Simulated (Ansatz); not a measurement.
The system is Sb.

```
Sb
1.0
     2.15420    1.24373    3.75800
    -2.15420    1.24373    3.75800
     0.00000   -2.48746    3.75800
Sb
2
Direct
  0.76651 0.76651 0.76651
  0.23349 0.23349 0.23349
```

Base run:

```yaml
Program: Ansatz 0.2.0
Functional: PBE
Potentials_or_basis: Ansatz PAW
Cutoff: "420 eV (not typed: the program's choice for these potentials)"
k_mesh: 8 × 8 × 8
Occupations: gaussian, width 0.1 eV
Spin: no spin polarisation
```

Its results: band gap on the k mesh none (metal or under the smearing width); pressure 2.7 GPa; largest force 0.156 eV/Å.

Problem. The run is repeated on the same cell with these changes: functional from PBE to PBEsol. What comes out?

Solution. Band gap on the k mesh none (metal or under the smearing width); pressure 0.0 GPa; largest force 0.100 eV/Å.

PBEsol binds more tightly than PBE, so the same cell stands under less pressure.

Caveats: the PAW data sets come from PBE, with cores solved anew for the run's functional, which leaves a small shift of forces and pressure (some runs).
